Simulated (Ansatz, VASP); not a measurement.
NaCl: VASP beside Ansatz

```
Na Cl
1.0
     0.00000    2.51288    2.51288
     2.51288    0.00000    2.51288
     2.51288    2.51288    0.00000
Na Cl
1 1
Direct
  0.00000 0.00000 0.00000
  0.50000 0.50000 0.50000
```

Alike in both runs: task single point; functional r2SCAN; k mesh 8 × 8 × 8; occupations gaussian, width 0.05 eV; no spin polarisation.

|  | VASP | Ansatz |
| --- | --- | --- |
| version | VASP 6.6.1 | Ansatz 0.2.0 |
| potentials or method | VASP PAW PBE potentials, release 64 (Na_pv, Cl) | scalar-relativistic, plane waves, PAW |
| plane-wave cutoff (eV) | 520 | 500 |
| valence electrons in the cell | 14 | 16 |

|  | VASP | Ansatz | Ansatz less VASP |
| --- | --- | --- | --- |
| gap on the k mesh at the Fermi level (eV) | 7.80 | 7.76 | -0.032 |
| least direct gap on the mesh (eV) | 7.80 | 7.76 | -0.032 |
| pressure (GPa) | 19.2 | 19.6 | +0.45 |

With one functional, cell and mesh, what is left measures potentials, basis and numerics. The two sets of potentials don't hold the same shells in valence.

Caveats: so large a pressure means that the cell lies far from this level's equilibrium, or that cutoff or potentials fall short (VASP); the potentials were made for another functional, which shifts forces and pressure (VASP). A k mesh can miss the band edges. r2SCAN opens gaps a little over a GGA but as a rule still falls short of measured ones.
